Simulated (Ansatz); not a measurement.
Here is the system:

BaSnO$_{3}$:
```xyz
5
Lattice="4.1760 0.0000 0.0000 0.0000 4.1760 0.0000 0.0000 0.0000 4.1760" Properties=species:S:1:pos:R:3 pbc="T T T"
Sn     0.0000     0.0000     0.0000
Ba     2.0880     2.0880     2.0880
O      2.0880     0.0000     0.0000
O      0.0000     2.0880     0.0000
O      0.0000     0.0000     2.0880
```

This is the PBE-relaxed structure.

Q: All from PBE in the plane-wave PAW code Ansatz, unless another level is named. Estimate the electron effective mass.

A: 0.13 mₑ (isotropic).

Q: Next, the HSE06 gap on the PBE cell?

A: 2.08 eV.

Q: Next, the Z2 indices of the occupied bands with spin–orbit coupling?

A: 0;(000).

Q: Predict the weight of the conduction-edge state by species (Voronoi cells).

A: Sn 59 %, O 41 %.

Space group Pm-3m (cubic perovskite). The cell was relaxed with PBE under the symmetry of its start. At this level the phase is dynamically unstable (imaginary phonons). Spin–orbit coupling is left out wherever it is not named.

Potentials: the later of the program's two PAW sets.
